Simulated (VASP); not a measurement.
Crystal: NaI.

```
Na I
1.0
     5.15075    0.00000    0.00000
    -2.57538    4.46068    0.00000
     0.00000    0.00000    7.97323
Na I
2 2
Direct
  0.33333 0.66667 0.38161
  0.66667 0.33333 0.88161
  0.33333 0.66667 0.99153
  0.66667 0.33333 0.49153
```

The cell was built by a generator and needn't be a form met in nature.

| Property | Result |
| --- | --- |
| Program | VASP 6.6.1 |
| Task | single point |
| Functional | PBE |
| Potentials or basis | VASP PAW PBE potentials, release 64 (Na_pv, I) |
| Cutoff | 520 eV |
| k mesh | 6 × 6 × 4 |
| Occupations | fermi-dirac, width 0.05 eV |
| Spin | no spin polarisation |

On this cell: pressure 0.0 GPa; largest force under 0.003 eV/Å; band gap on the k mesh 3.70 eV, direct.

The same run follows on a disturbed copy (atoms moved at random, drawn with an rms of 0.05 Å):

```xyz
4
Lattice="5.1508 0.0000 0.0000 -2.5754 4.4607 0.0000 0.0000 0.0000 7.9732" Properties=species:S:1:pos:R:3 pbc="T T T"
Na   -0.0235    3.0373    3.0244
Na    2.5435    1.4928    7.0606
I    -0.0097    3.0038    7.8941
I     2.6109    1.5086    3.8492
```

Problem. What changes?

Solution. The energy moves by +2.4 meV/atom; pressure 0.0 GPa; largest force 0.146 eV/Å; band gap on the k mesh 3.67 eV, direct.

Forces on the atoms (eV/Å):
```
Na   0.074 -0.056  0.000
Na   0.032  0.034 -0.086
I   -0.026 -0.033 -0.023
I   -0.080  0.054  0.109
```

Stress tensor (GPa, compression positive):
```
 0.00  0.07 -0.07
 0.07  0.22  0.02
-0.07  0.02 -0.16
```

Caveats: spin-orbit coupling is left out, which moves the levels of the heavy elements.

A k mesh can miss the band edges.
